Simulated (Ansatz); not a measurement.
# TiTe: single point with r2SCAN+U

The system is TiTe.

```
Ti Te
1.0
     0.00000    3.05007    3.05007
     3.05007    0.00000    3.05007
     3.05007    3.05007    0.00000
Ti Te
1 1
Direct
  0.50000 0.50000 0.50000
  0.00000 0.00000 0.00000
```

The cell comes from a database or a generator and needn't be the stable form of this composition.

```json
{"Program": "Ansatz 0.2.0", "Task": "single point", "Functional": "r2SCAN", "Potentials or basis": "Ansatz PAW", "Cutoff": "500 eV (not typed: the program's choice for these potentials)", "k mesh": "8 × 8 × 8", "Occupations": "fermi-dirac, width 0.05 eV", "Spin": "no spin polarisation", "Hubbard terms": "Ti d U = 4 eV"}
```

* Pressure: -8.1 GPa
* Band gap on the k mesh: none (metal or under the smearing width)

Levels at points of the mesh, in eV from the Fermi level:
```
             k point  band 10  band 11  band 12  band 13  band 14  band 15  band 16  band 17  band 18  band 19
  (0.00, 0.00, 0.00)   -13.20    -1.79    -1.79    -1.79    -0.53    -0.53    -0.53     0.70     0.70     1.86
 (0.00, 0.00, -0.50)   -12.20    -6.11    -3.13    -3.13     0.22     0.22     0.28     2.26     2.99     2.99
(0.00, -0.50, -0.50)   -11.96    -5.37    -3.32    -3.32    -1.25     0.35     0.35     0.64     1.04     1.89
```

Eigenvalues of the final occupation matrices:
```csv
site,spin,trace,eigenvalues
site 1,1,1.33,0.13 0.13 0.36 0.36 0.36
```

It took 5.9 s on 2 threads of Arm Neoverse V1, on a shared host, peak memory 0.52 GiB.

Caveat: U without spin polarisation on a metal has little footing; the PAW data sets come from PBE, with cores solved anew for the run's functional, which leaves a small shift of forces and pressure; the U is typed as a test and isn't derived for this compound. Spin-orbit coupling is left out, which matters for the levels of Te.
